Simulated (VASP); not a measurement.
# P4 in VASP: relaxation of the atoms with r2SCAN

Aim: the relaxation of the atoms of P4 with r2SCAN.

Everything below comes from runs of VASP 6.6.1. Logs are shortened: lines on timing, memory, paths and dates and some standing lists are left out, and cuts for length are marked.

## (1) The structure

The cell holds a molecule in a box, 4 atoms: a = 12.000 Å, b = 12.500 Å, c = 13.000 Å, α = 90.00°, β = 90.00°, γ = 90.00°.

## (2) Relaxation of the atoms, r2SCAN

The input, INCAR:

```
SYSTEM = P
PREC     = Accurate       ! precision mode
ENCUT    = 520            ! plane-wave cutoff, eV
EDIFF    = 1E-7           ! SCF threshold, eV
ISMEAR   = 0              ! smearing method
SIGMA    = 0.02           ! smearing width, eV
LREAL    = .FALSE.        ! projectors in reciprocal space
LASPH    = .TRUE.         ! aspherical terms in the spheres
NELM     = 80             ! most SCF steps
ALGO     = Normal         ! electronic algorithm
ISIF     = 2              ! what is computed and relaxed
LWAVE    = .FALSE.        ! write WAVECAR
LCHARG   = .FALSE.        ! write CHGCAR
METAGGA  = R2SCAN         ! meta-GGA
LMIXTAU  = .TRUE.       
IBRION   = 2              ! ionic algorithm
NSW      = 90             ! ionic steps
EDIFFG   = -0.005         ! ionic threshold
ISYM     = 0
```

The input, KPOINTS:

```
Automatic mesh
0
G
  1 1 1
  0 0 0
```

The input, POSCAR:

```
P
1.0
   12.0000000000      0.0000000000      0.0000000000
    0.0000000000     12.5000000000      0.0000000000
    0.0000000000      0.0000000000     13.0000000000
P
4
Direct
    0.5651130000      0.5625080000      0.5601040000
    0.5651130000      0.4374920000      0.4398960000
    0.4348870000      0.5625080000      0.4398960000
    0.4348870000      0.4374920000      0.5601040000
```

Potentials or basis: VASP PAW PBE potentials, release 64 (P).

Run with:

```console
cat potpaw_PBE.64/P/POTCAR > POTCAR
mpirun -np 1 vasp_std > vasp.out
```

OUTCAR:

```text
SYSTEM = P
   PREC = Accurate
   ENCUT = 520
   EDIFF = 1E-7
   ISMEAR = 0
   LREAL = .FALSE.
   LASPH = .TRUE.
   NELM = 80
   ISIF = 2
   METAGGA = R2SCAN
   IBRION = 2
   NSW = 90
   EDIFFG = -0.005
   ISYM = 0

 ion  position               nearest neighbor table
   1  0.565  0.563  0.560-   2 2.21   4 2.21   3 2.21
   2  0.565  0.437  0.440-   1 2.21   3 2.21   4 2.21
   3  0.435  0.563  0.440-   4 2.21   2 2.21   1 2.21
   4  0.435  0.437  0.560-   3 2.21   1 2.21   2 2.21

IMPORTANT INFORMATION: All symmetrisations will be switched off!
NOSYMM: (Re-)initialisation of all symmetry stuff for point group C_1.

----------------------------------------------------------------------------------------

                                     Primitive cell

  volume of cell :    1950.0000

  direct lattice vectors                    reciprocal lattice vectors
    12.000000000  0.000000000  0.000000000     0.083333333  0.000000000  0.000000000
     0.000000000 12.500000000  0.000000000     0.000000000  0.080000000  0.000000000
     0.000000000  0.000000000 13.000000000     0.000000000  0.000000000  0.076923077

  length of vectors
    12.000000000 12.500000000 13.000000000     0.083333333  0.080000000  0.076923077

  position of ions in fractional coordinates (direct lattice)
     0.565113000  0.562508000  0.560104000
     0.565113000  0.437492000  0.439896000
     0.434887000  0.562508000  0.439896000
     0.434887000  0.437492000  0.560104000

  ion indices of the primitive-cell ions
   primitive index   ion index
                 1           1
                 2           2
                 3           3
                 4           4

----------------------------------------------------------------------------------------

 KPOINTS: Automatic mesh

Automatic generation of k-mesh.
 Grid dimensions read from file:
 generate k-points for:    1    1    1

 Generating k-lattice:

  Cartesian coordinates                     Fractional coordinates (reciprocal lattice)
     0.083333333  0.000000000  0.000000000     1.000000000  0.000000000  0.000000000
     0.000000000  0.080000000  0.000000000     0.000000000  1.000000000  0.000000000
     0.000000000  0.000000000  0.076923077     0.000000000  0.000000000  1.000000000

  Length of vectors
     0.083333333  0.080000000  0.076923077

  Shift w.r.t. Gamma in fractional coordinates (k-lattice)
     0.000000000  0.000000000  0.000000000

 Subroutine IBZKPT returns following result:
 ===========================================

 Found      1 irreducible k-points:

 Following reciprocal coordinates:
            Coordinates               Weight
  0.000000  0.000000  0.000000      1.000000
   k-points           NKPTS =      1   k-points in BZ     NKDIM =      1   number of bands    NBANDS=     14
   number of dos      NEDOS =    301   number of ions     NIONS =      4
   total plane-waves  NPLWV = 846720
   dimension x,y,z NGX =    90 NGY =   96 NGZ =   98
   dimension x,y,z NGXF=   180 NGYF=  192 NGZF=  196
   ions per type =               4
   NGX,Y,Z   is equivalent  to a cutoff of  12.47, 12.77, 12.53 a.u.
   NGXF,Y,Z  is equivalent  to a cutoff of  24.94, 25.54, 25.06 a.u.
 SYSTEM =  P
   PREC   = accura    normal or accurate (medium, high low for compatibility)
   ISTART =      0    job   : 0-new  1-cont  2-samecut
   ICHARG =      2    charge: 1-file 2-atom 10-const
   ISPIN  =      1    spin polarized calculation?
   LNONCOLLINEAR =      F non collinear calculations
   LSORBIT =      F    spin-orbit coupling
   LASPH  =      T    aspherical Exc in radial PAW
   ENCUT  =  520.0 eV  38.22 Ry    6.18 a.u.  22.31 23.24 24.17*2*pi/ulx,y,z
   NELM   =     80;   NELMIN=  2; NELMDL= -5     # of ELM steps
   EDIFF  = 0.1E-06   stopping-criterion for ELM
   LREAL  =      F    real-space projection
   EDIFFG = -.5E-02   stopping-criterion for IOM
   NSW    =     90    number of steps for IOM
   IBRION =      2    ionic relax: 0-MD 1-quasi-New 2-CG
   NFREE  =      1    steps in history (QN), initial steepest desc. (CG)
   ISIF   =      2    stress and relaxation
   ISYM   =      0    0-nonsym 1-usesym 2-fastsym
   POTIM  = 0.5000    time-step for ionic-motion
   TEBEG  =    0.0;   TEEND  =   0.0 temperature during run
   PSTRESS=    0.0 pullay stress
   NELECT =      20.0000    total number of electrons
   NUPDOWN=      -1.0000    fix difference up-down
   EMIN   =  10.00;   EMAX   =-10.00  energy-range for DOS
   EFERMI =   0.00;   METHOD = LEGACY
   ISMEAR =     0;   SIGMA  =   0.02  broadening in eV -4-tet -1-fermi 0-gaus
   EFERMI_NEDOS =   21; number of points for ismear=-14 and -15
   IALGO  =     38    algorithm
   IMIX   =      4    mixing-type and parameters
     AMIX     =   0.40;   BMIX     =  1.00
     AMIX_MAG =   1.60;   BMIX_MAG =  1.00
  volume/ion in A,a.u.               =     487.50      3289.81
  Fermi-wavevector in a.u.,A,eV,Ry     =   0.355691  0.672159  1.721359  0.126516
  Thomas-Fermi vector in A             =   1.271717
   LORBIT       =      0    0 simple, 1 ext, 2 COOP (PROOUT), +10 PAW based schemes
   METAGGA = R2SCAN    functional components
   LHFCALC =     F    Hartree Fock is set to
   AEXX    =    0.0000 exact exchange contribution
   IVDW    =     0    specifies the selected vdW correction
   LEPSILON=     F    determine dielectric tensor
   LRPA    =     F    only Hartree local field effects (RPA)
 conjugate gradient relaxation of ions
 non-spin polarized calculation
 Gauss-broadening in eV      SIGMA  =   0.02
  energy-cutoff  :      520.00
  volume of cell :     1950.00
 maximum number of plane-waves:     52487
 NGX is ok and might be reduce to    90
   NGX = 45   NGY = 47   NGZ = 49

--------------------------------------- Ionic step        1  -------------------------------------------

 number of electron      20.0000001 magnetization

 Free energy of the ion-electron system (eV)
  ---------------------------------------------------
  ext. energy  EPLUGINS =         0.00000000
  ---------------------------------------------------
  free energy    TOTEN  =       -35.07945155 eV

  energy without entropy =      -35.07945155  energy(sigma->0) =      -35.07945155

------------------------ aborting loop because EDIFF is reached ----------------------------------------

  FORCE on cell =-STRESS in cart. coord.  units (eV):
  Direction    XX          YY          ZZ          XY          YZ          ZX
  --------------------------------------------------------------------------------------
  -------------------------------------------------------------------------------------
  Total       -1.5295286     -1.5231159     -1.5446906     -0.0125223      0.0023784     -0.0049581
  in kB       -1.2567057     -1.2514368     -1.2691632     -0.0102887      0.0019542     -0.0040737
  external PRESSURE =      -1.2591019 kB  Pullay stress =       0.0000000 kB

 VOLUME and BASIS-vectors are now :
 -----------------------------------------------------------------------------
  energy-cutoff  :      520.00
  volume of cell :     1950.00
      direct lattice vectors                 reciprocal lattice vectors
    12.000000000  0.000000000  0.000000000     0.083333333  0.000000000  0.000000000
     0.000000000 12.500000000  0.000000000     0.000000000  0.080000000  0.000000000
     0.000000000  0.000000000 13.000000000     0.000000000  0.000000000  0.076923077

 POSITION                                       TOTAL-FORCE (eV/Angst)
 -----------------------------------------------------------------------------------
      6.78136      7.03135      7.28135        -0.452669     -0.447279     -0.453241
      6.78136      5.46865      5.71865        -0.441530      0.438617      0.449985
      5.21864      7.03135      5.71865         0.443756     -0.440385      0.453674
      5.21864      5.46865      7.28135         0.450444      0.449047     -0.450418
 -----------------------------------------------------------------------------------
    total drift:                               -0.005475     -0.014611      0.004683

  FREE ENERGIE OF THE ION-ELECTRON SYSTEM (eV)
  ---------------------------------------------------
  free  energy   TOTEN  =       -35.0794515489 eV
[... 169 lines left out ...]
 VOLUME and BASIS-vectors are now :
 -----------------------------------------------------------------------------
  energy-cutoff  :      520.00
  volume of cell :     1950.00
      direct lattice vectors                 reciprocal lattice vectors
    12.000000000  0.000000000  0.000000000     0.083333333  0.000000000  0.000000000
     0.000000000 12.500000000  0.000000000     0.000000000  0.080000000  0.000000000
     0.000000000  0.000000000 13.000000000     0.000000000  0.000000000  0.076923077

 POSITION                                       TOTAL-FORCE (eV/Angst)
 -----------------------------------------------------------------------------------
      6.77066      7.02069      7.27061        -0.006108     -0.006076     -0.005044
      6.77061      5.47935      5.72939        -0.004842      0.005113      0.004739
      5.22937      7.02064      5.72937         0.005141     -0.005243      0.005170
      5.22936      5.47932      7.27063         0.005809      0.006207     -0.004865
 -----------------------------------------------------------------------------------
    total drift:                               -0.000002     -0.000007     -0.000015

  FREE ENERGIE OF THE ION-ELECTRON SYSTEM (eV)
  ---------------------------------------------------
  free  energy   TOTEN  =       -35.1098583978 eV

  energy  without entropy=      -35.1098583978  energy(sigma->0) =      -35.10985840

--------------------------------------- Ionic step        7  -------------------------------------------

 number of electron      20.0000002 magnetization

 Free energy of the ion-electron system (eV)
  ---------------------------------------------------
  ext. energy  EPLUGINS =         0.00000000
  ---------------------------------------------------
  free energy    TOTEN  =       -35.10986191 eV

  energy without entropy =      -35.10986191  energy(sigma->0) =      -35.10986191

 E-fermi :  -6.3248     XC(G=0):  -0.6760

 val. band max:       -6.4603697868   @ k =   0.0000   0.0000   0.0000
 cond. band min:      -0.9912019860   @ k =   0.0000   0.0000   0.0000
 fundamental gap:      5.4691678007
 Fermi energy:        -6.3247984634

 k-point     1 :       0.0000    0.0000    0.0000
  band No.  band energies     occupation
      1     -20.9309      2.00000
      2     -13.6023      2.00000
      3     -13.6019      2.00000
      4     -13.6018      2.00000
      5      -8.6939      2.00000
      6      -7.2534      2.00000
      7      -7.2533      2.00000
      8      -7.2531      2.00000
      9      -6.4608      2.00000
     10      -6.4604      2.00000
     11      -0.9912      0.00000
     12      -0.9912      0.00000
     13      -0.9908      0.00000
     14      -0.7602      0.00000

------------------------ aborting loop because EDIFF is reached ----------------------------------------

  FORCE on cell =-STRESS in cart. coord.  units (eV):
  Direction    XX          YY          ZZ          XY          YZ          ZX
  --------------------------------------------------------------------------------------
  -------------------------------------------------------------------------------------
  Total       -0.0299604     -0.0316138     -0.0293030     -0.0009996      0.0001376     -0.0003048
  in kB       -0.0246163     -0.0259749     -0.0240762     -0.0008213      0.0001130     -0.0002504
  external PRESSURE =      -0.0248891 kB  Pullay stress =       0.0000000 kB

 VOLUME and BASIS-vectors are now :
 -----------------------------------------------------------------------------
  energy-cutoff  :      520.00
  volume of cell :     1950.00
      direct lattice vectors                 reciprocal lattice vectors
    12.000000000  0.000000000  0.000000000     0.083333333  0.000000000  0.000000000
     0.000000000 12.500000000  0.000000000     0.000000000  0.080000000  0.000000000
     0.000000000  0.000000000 13.000000000     0.000000000  0.000000000  0.076923077

 POSITION                                       TOTAL-FORCE (eV/Angst)
 -----------------------------------------------------------------------------------
      6.77059      7.02062      7.27055        -0.003096     -0.003098     -0.002312
      6.77055      5.47941      5.72945        -0.002249      0.002448      0.002100
      5.22943      7.02058      5.72943         0.002448     -0.002538      0.002399
      5.22943      5.47939      7.27057         0.002897      0.003188     -0.002187
 -----------------------------------------------------------------------------------
    total drift:                                0.000001     -0.000002     -0.000001

  FREE ENERGIE OF THE ION-ELECTRON SYSTEM (eV)
  ---------------------------------------------------
  free  energy   TOTEN  =       -35.1098619055 eV

  energy  without entropy=      -35.1098619055  energy(sigma->0) =      -35.10986191

 reached required accuracy - stopping structural energy minimisation
```

Wall time 22 min (1 thread of Intel Xeon 6975P-C (Granite Rapids), shared host); peak memory 1.9 GiB.

What came out:

| Quantity | Value |
| --- | --- |
| Free energy | -35.1099 eV |
| Energy gained by relaxing | 7.6 meV/atom |
| Ionic steps | 7 |
| Largest force after relaxing | 0.005 eV/Å |
| Gap between the frontier levels | 5.47 eV |

Forces in eV/Å, atoms in the order of the input:
```
P   -0.003 -0.003 -0.002
P   -0.002  0.002  0.002
P    0.002 -0.003  0.002
P    0.003  0.003 -0.002
```

The path:
```
step  energy change (eV)  largest force (eV/Å)  pressure (GPa)
   1              0.0000                0.7813           -0.13
   2              0.0016                0.8880            0.12
   3             -0.0304                0.0111            0.00
   4             -0.0304                0.0148            0.00
   5             -0.0304                0.0100            0.00
   6             -0.0304                0.0100            0.00
   7             -0.0304                0.0050            0.00
```

Final structure:
```yaml
crystal:
  lattice:
    - [12.00000, 0.00000, 0.00000]
    - [0.00000, 12.50000, 0.00000]
    - [0.00000, 0.00000, 13.00000]
  atoms:
    - { symbol: P, position: [0.56422, 0.56165, 0.55927] }
    - { symbol: P, position: [0.56421, 0.43835, 0.44073] }
    - { symbol: P, position: [0.43579, 0.56165, 0.44073] }
    - { symbol: P, position: [0.43579, 0.43835, 0.55927] }
```

Caveat: the PAW data sets were made with another functional, which shifts forces and pressure a little. r2SCAN opens gaps a little over a GGA but as a rule still falls short of measured ones.
